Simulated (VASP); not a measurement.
SiO2 (Stishovite):

```
CELL_PARAMETERS angstrom
4.06956 0.00000 0.00000
0.00000 4.06956 0.00000
0.00000 0.00000 2.61155
ATOMIC_POSITIONS crystal
Si 0.00000 0.00000 0.00000
Si 0.50000 0.50000 0.50000
O 0.30540 0.30540 0.00000
O 0.19460 0.80540 0.50000
O 0.69460 0.69460 0.00000
O 0.80540 0.19460 0.50000
```

The cell isn't the ideal one: a relaxed cell with its volume scaled by 0.94.

* Program: VASP 6.6.1
* Task: relaxation of shape and atoms at fixed volume
* Functional: LDA
* Potentials or basis: VASP PAW LDA potentials, release 64 (Si, O)
* Cutoff: 600 eV
* k mesh: 8 × 8 × 10
* Occupations: gaussian, width 0.03 eV
* Spin: no spin polarisation

At the start: pressure 23.8 GPa; volume 7.21 Å³/atom.

Task: Where does the relaxation end?

Result: Over 5 steps the energy falls by 2.2 meV/atom; space group P4_2/mnm (No. 136, to 0.05 Å).

Step by step:
| step | energy change (eV) | largest force (eV/Å) | pressure (GPa) |
| --- | --- | --- | --- |
| 1 | 0.0000 | 0.4257 | 23.76 |
| 2 | -0.0059 | 0.3746 | 21.54 |
| 3 | -0.0124 | 0.0391 | 22.36 |
| 4 | -0.0130 | 0.0099 | 22.30 |
| 5 | -0.0130 | 0.0005 | 22.31 |

Final structure:
```yaml
crystal:
  lattice:
    - [4.05739, 0.00000, 0.00000]
    - [0.00000, 4.05739, 0.00000]
    - [0.00000, 0.00000, 2.62724]
  atoms:
    - { symbol: Si, position: [0.00000, 0.00000, 0.00000] }
    - { symbol: Si, position: [0.50000, 0.50000, 0.50000] }
    - { symbol: O, position: [0.30349, 0.30349, 0.00000] }
    - { symbol: O, position: [0.19651, 0.80349, 0.50000] }
    - { symbol: O, position: [0.69651, 0.69651, 0.00000] }
    - { symbol: O, position: [0.80349, 0.19651, 0.50000] }
```
